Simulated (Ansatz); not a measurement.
Te2Mo:

```
Te Mo
1.0
     6.33000    0.00000    0.00000
     0.00000    3.46900    0.00000
    -0.94679    0.00000   13.82762
Te Mo
8 4
Direct
  0.94370 0.75000 0.60450
  0.05630 0.25000 0.39550
  0.90300 0.25000 0.85140
  0.09700 0.75000 0.14860
  0.41120 0.75000 0.89550
  0.58880 0.25000 0.10450
  0.44320 0.25000 0.64840
  0.55680 0.75000 0.35160
  0.81670 0.75000 0.99260
  0.18330 0.25000 0.00740
  0.68190 0.25000 0.49340
  0.31810 0.75000 0.50660
```

Base run:

```yaml
Program: Ansatz 0.2.0
Functional: RPBE
Potentials_or_basis: Ansatz PAW
Cutoff: "420 eV (not typed: the program's choice for these potentials)"
k_mesh: 4 × 8 × 2
Occupations: fermi-dirac, width 0.05 eV
Spin: no spin polarisation
```

Its results: band gap on the k mesh none (metal or under the smearing width); pressure 4.5 GPa; largest force 0.243 eV/Å.

Q: The run is repeated on the same cell with these changes: functional from RPBE to PBE. What comes out?

A: Band gap on the k mesh none (metal or under the smearing width); pressure 2.5 GPa; largest force 0.178 eV/Å.

PBE binds more tightly than RPBE, so the same cell stands under less pressure.

Caveats: spin-orbit coupling is left out, which moves the levels of the heavy elements; the PAW data sets come from PBE, with cores solved anew for the run's functional, which leaves a small shift of forces and pressure (some runs).
